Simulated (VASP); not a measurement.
Here is a VASP 6.6.1 calculation.

File POSCAR:

```
BaF2
1.0
    0.0000000000      3.1406202251      3.1406202251
    3.1406202251      0.0000000000      3.1406202251
    3.1406202251      3.1406202251      0.0000000000
  Ba              F
     1     2
Direct
     0.0000000000000000    0.0000000000000000    0.0000000000000000
     0.2500000000000000    0.2500000000000000    0.2500000000000000
     0.7500000000000000    0.7500000000000000    0.7500000000000000
```

Contents of INCAR.step1:

```
  PREC = Accurate
  ENCUT = 600
  EDIFF = 1E-8
  ISMEAR = 0
  SIGMA = 0.03
  LREAL = False
  LASPH = True
  NELM = 80
  ALGO = Fast
  ISIF = 3
  LWAVE = False
  LCHARG = False
  GGA = PE
  KPAR = 2
  IBRION = 2
  NSW = 40
  EDIFFG = -0.002
```

INCAR.step2

```
  PREC = Accurate
  ENCUT = 600
  EDIFF = 1E-8
  ISMEAR = 0
  SIGMA = 0.03
  LREAL = False
  LASPH = True
  NELM = 80
  ALGO = Fast
  ISIF = 2
  LWAVE = False
  LCHARG = False
  GGA = PE
  KPAR = 2
  IBRION = 6
  NFREE = 2
  POTIM = 0.015
  NSW = 1
```

KPOINTS

```
Automatic mesh
0
Gamma
  8 8 8
```

Potentials or basis: VASP PAW PBE potentials, release 64 (Ba_sv, F).

Command:

```bash
$ cat potpaw_PBE.64/Ba_sv/POTCAR potpaw_PBE.64/F/POTCAR > POTCAR
$ cp INCAR.step1 INCAR
$ mpirun -np 2 vasp_std > vasp.out
$ cp CONTCAR POSCAR
$ cp INCAR.step2 INCAR
$ mpirun -np 2 vasp_std > vasp.out
```

(1) Predict the highest phonon frequency at Γ, LO-TO splitting left out.

(2) Predict the relaxed volume.

(3) What does it give for the relaxed cell?

(4) Predict the space group after relaxing (to 0.05 Å).

## Answers

(1) 237 cm⁻¹.

(2) 20.64 Å³/atom.

(3) a = 4.440 Å, b = 4.440 Å, c = 4.440 Å, α = 60.00°, β = 60.00°, γ = 60.00°.

(4) Fm-3m (No. 225).
